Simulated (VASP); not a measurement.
# Mg3Sb2 (P-3m1) in VASP: notebook, part 2 of 2

VASP 6.6.1. The steps go on from the part before.

## 5. Relaxation of cell and atoms, PBE

This run uses another cell than the first one, of 26.61 Å³/atom, 1.010 times its volume.

Input file INCAR:

```
PREC = Accurate ; ENCUT = 600
EDIFF = 1E-7 ; ISMEAR = 0
SIGMA = 0.03 ; LREAL = F
LASPH = T ; NELM = 80
ALGO = Normal ; ISIF = 3
LWAVE = F ; LCHARG = F
GGA = PE ; IBRION = 2
NSW = 90 ; EDIFFG = -0.005
```

Input file KPOINTS:

```
regular mesh
0
Gamma
  9 9 5
```

Input file POSCAR:

```
Mg3Sb2                                  
1.0
    4.5956346081     -0.0000000000      0.0000000000
   -2.2978173041      3.9799363171     -0.0000000000
   -0.0000000000     -0.0000000000      7.2737406169
  Mg              Sb            
     3     2
Direct
     0.3333333332999970    0.6666666667000030    0.6320893614191544
     0.6666666667000030    0.3333333332999970    0.3679106385808454
     1.0000000000000000    1.0000000000000000    0.0000000000000000
     0.3333333332999970    0.6666666667000030    0.2254486671126857
     0.6666666667000030    0.3333333332999970    0.7745513328873144
```

Potentials or basis: VASP PAW PBE potentials, release 64 (Mg, Sb).

On the command line:

```bash
$ cat potpaw_PBE.64/Mg/POTCAR potpaw_PBE.64/Sb/POTCAR > POTCAR
$ mpirun -np 1 vasp_std > vasp.out
```

OUTCAR:

```text
PREC = Accurate
   ENCUT = 600
   EDIFF = 1E-7
   ISMEAR = 0
   LREAL = F
   LASPH = T
   NELM = 80
   ISIF = 3
   GGA = PE
   IBRION = 2
   NSW = 90
   EDIFFG = -0.005

 ion  position               nearest neighbor table
   1  0.333  0.667  0.632-   5 2.85   5 2.85   5 2.85   4 2.96   2 3.28   2 3.28   2 3.28
   2  0.667  0.333  0.368-   4 2.85   4 2.85   4 2.85   5 2.96   1 3.28   1 3.28   1 3.28
   3  0.000  0.000  0.000-   4 3.12   5 3.12   5 3.12   4 3.12   5 3.12   4 3.12
   4  0.333  0.667  0.225-   2 2.85   2 2.85   2 2.85   1 2.96   3 3.12   3 3.12   3 3.12
   5  0.667  0.333  0.775-   1 2.85   1 2.85   1 2.85   2 2.96   3 3.12   3 3.12   3 3.12

  LATTYP: Found a hexagonal cell.
 ALAT       =     4.5956346081
 C/A-ratio  =     1.5827499871

  Lattice vectors:

 A1 = (   4.5956346081,   0.0000000000,   0.0000000000)
 A2 = (  -2.2978173041,   3.9799363171,   0.0000000000)
 A3 = (   0.0000000000,   0.0000000000,   7.2737406169)

Analysis of symmetry for initial positions (statically):
=====================================================================
 Subroutine PRICEL returns:
 Original cell was already a primitive cell.

 Routine SETGRP: Setting up the symmetry group for a
 hexagonal supercell.
[... 191 lines left out ...]
      7       3.9613      2.00000
      8       4.3506      1.99894
      9       5.3608      0.00000
     10       5.5326      0.00000
     11       7.3825      0.00000
     12       7.3825      0.00000
[... 331 lines left out ...]
 k-point    24 :      -0.1111    0.3333    0.2000
  band No.  band energies     occupation
      1      -5.2757      2.00000
      2      -4.5201      2.00000
      3       0.1520      2.00000
      4       1.1172      2.00000
      5       1.3885      2.00000
      6       2.2243      2.00000
      7       3.0741      2.00000
      8       3.6022      2.00000
      9       5.4725      0.00000
     10       6.6453      0.00000
     11       7.1051      0.00000
     12       7.7283      0.00000

 [... further k-points ...]
[... 5 lines left out ...]
  --------------------------------------------------------------------------------------
  -------------------------------------------------------------------------------------
  Total        0.0170251      0.0170251      0.0129814     -0.0000000     -0.0000000      0.0000000
  in kB        0.2050316      0.2050316      0.1563334     -0.0000000     -0.0000000      0.0000000
  external PRESSURE =       0.1887989 kB  Pullay stress =       0.0000000 kB

 VOLUME and BASIS-vectors are now :
 -----------------------------------------------------------------------------
  energy-cutoff  :      600.00
  volume of cell :      133.04
      direct lattice vectors                 reciprocal lattice vectors
     4.595634608  0.000000000  0.000000000     0.217597804  0.125630151  0.000000000
    -2.297817304  3.979936317  0.000000000     0.000000000  0.251260302  0.000000000
     0.000000000  0.000000000  7.273740617     0.000000000  0.000000000  0.137480844

 POSITION                                       TOTAL-FORCE (eV/Angst)
 -----------------------------------------------------------------------------------
     -0.00000      2.65329      4.59765         0.000000     -0.000000     -0.003264
      2.29782      1.32665      2.67609        -0.000000      0.000000      0.003264
      0.00000      0.00000      0.00000        -0.000000      0.000000      0.000000
     -0.00000      2.65329      1.63986         0.000000     -0.000000     -0.001565
      2.29782      1.32665      5.63389        -0.000000      0.000000      0.001565
 -----------------------------------------------------------------------------------
    total drift:                                0.000000      0.000000     -0.000000

  FREE ENERGIE OF THE ION-ELECTRON SYSTEM (eV)
  ---------------------------------------------------
  free  energy   TOTEN  =       -14.6470680181 eV

  energy  without entropy=      -14.6470676009  energy(sigma->0) =      -14.64706781

 reached required accuracy - stopping structural energy minimisation
```

Wall time 43 s (1 thread of Intel Xeon 6975P-C (Granite Rapids), shared host); peak memory 0.35 GiB.

What came out:

```yaml
Free_energy: -14.6471 eV
Pressure_after_relaxing: 0.0 GPa
Largest_force_after_relaxing: 0.003 eV/Å
Band_gap_on_the_k_mesh: 0.15 eV, indirect (least direct gap 1.01 eV)
```

Forces on the atoms (eV/Å):
```
Mg   0.000  0.000 -0.003
Mg   0.000  0.000  0.003
Mg   0.000  0.000  0.000
Sb   0.000  0.000 -0.002
Sb   0.000  0.000  0.002
```

Final structure:
```xyz
5
Lattice="4.5956 0.0000 0.0000 -2.2978 3.9799 0.0000 0.0000 0.0000 7.2737" Properties=species:S:1:pos:R:3 pbc="T T T"
Mg    0.0000    2.6533    4.5977
Mg    2.2978    1.3266    2.6761
Mg    0.0000    0.0000    0.0000
Sb    0.0000    2.6533    1.6399
Sb    2.2978    1.3266    5.6339
```

Caveat: the relaxation stopped at its first step, so nothing moved; spin-orbit coupling is left out, which moves the levels of the heavy elements; an odd mesh through Γ misses points on the zone boundary, where band edges often lie. Expect the measured gap to be larger: semilocal functionals such as PBE lack the derivative discontinuity.

## 6. Relaxation of shape and atoms at fixed volume, PBE (a relaxed cell with its volume scaled by 0.94)

Input file INCAR:

```
PREC = Accurate ; ENCUT = 600
EDIFF = 1E-7 ; ISMEAR = 0
SIGMA = 0.03 ; LREAL = F
LASPH = T ; NELM = 80
ALGO = Normal ; ISIF = 4
LWAVE = F ; LCHARG = F
GGA = PE ; IBRION = 2
NSW = 40 ; EDIFFG = -0.01
```

KPOINTS is that of step 5.

Input file POSCAR:

```
Mg3Sb2                                  
1.0
    4.5018198228      0.0000000000      0.0000000000
   -2.2509099115      3.8986903298      0.0000000000
    0.0000000000      0.0000000000      7.1252552667
  Mg              Sb            
     3     2
Direct
     0.3333333332999970    0.6666666667000030    0.6320893614191547
     0.6666666667000030    0.3333333332999970    0.3679106385808453
     0.0000000000000000    0.0000000000000000    0.0000000000000000
     0.3333333332999970    0.6666666667000030    0.2254486671126870
     0.6666666667000030    0.3333333332999970    0.7745513328873130
```

Potentials or basis: VASP PAW PBE potentials, release 64 (Mg, Sb).

On the command line:

```bash
$ cat potpaw_PBE.64/Mg/POTCAR potpaw_PBE.64/Sb/POTCAR > POTCAR
$ mpirun -np 1 vasp_std > vasp.out
```

Wall time 100 s (1 thread of Intel Xeon 6975P-C (Granite Rapids), shared host); peak memory 0.34 GiB.

Results (log left out):

```yaml
Free_energy: -14.5760 eV
Energy_gained_by_relaxing: 0.8 meV/atom
Ionic_steps: 6
Pressure_after_relaxing: 3.0 GPa
Band_gap_on_the_k_mesh: 0.16 eV, indirect (least direct gap 1.24 eV)
```

Step by step:
```csv
step,energy change (eV),largest force (eV/Å),pressure (GPa)
1,0.0000,0.1532,3.15
2,-0.0020,0.1041,3.10
3,-0.0037,0.0144,2.98
4,-0.0038,0.0146,3.00
5,-0.0038,0.0111,3.00
6,-0.0038,0.0013,2.99
```

Final structure:
```xyz
5
Lattice="4.5066 0.0000 0.0000 -2.2533 3.9028 0.0000 0.0000 0.0000 7.1102" Properties=species:S:1:pos:R:3 pbc="T T T"
Mg    0.0000    2.6019    4.4880
Mg    2.2533    1.3009    2.6222
Mg    0.0000    0.0000    0.0000
Sb    0.0000    2.6019    1.5795
Sb    2.2533    1.3009    5.5307
```

Levels at points of the mesh, in eV from the valence-band top:
| k point | band 4 | band 5 | band 6 | band 7 | band 8 | band 9 | band 10 | band 11 | band 12 |
| --- | --- | --- | --- | --- | --- | --- | --- | --- | --- |
| (0.00, 0.00, 0.00) | -1.20 | -1.20 | -0.45 | -0.45 | 0.00 | 1.24 | 1.30 | 3.02 | 3.02 |

Caveat: spin-orbit coupling is left out, which moves the levels of the heavy elements; an odd mesh through Γ misses points on the zone boundary, where band edges often lie.

## 7. The runs side by side

```tsv
task	level	potentials or basis	cell	gap on the mesh (eV)	pressure (GPa)
relaxation of cell and atoms	LDA	VASP PAW LDA potentials, release 64 (Mg, Sb)	relaxed	0.15	0.0
relaxation of cell and atoms	PBE	VASP PAW PBE potentials, release 64 (Mg, Sb)	relaxed	0.15	0.0
relaxation of shape and atoms at fixed volume	PBE	VASP PAW PBE potentials, release 64 (Mg, Sb)	atoms relaxed at fixed volume from: a relaxed cell with its volume scaled by 0.94	0.16	3.0
```

Alike in all rows: no spin polarisation; k mesh 9 × 9 × 5; cutoff (eV) 600; smearing gaussian 0.03 eV.

Caveats: spin-orbit coupling is left out, which moves the levels of the heavy elements; an odd mesh through Γ misses points on the zone boundary, where band edges often lie; the relaxation stopped at its first step, so nothing moved (some runs).

Total energies depend on the potentials used, so only differences within one code and one set of settings carry meaning.
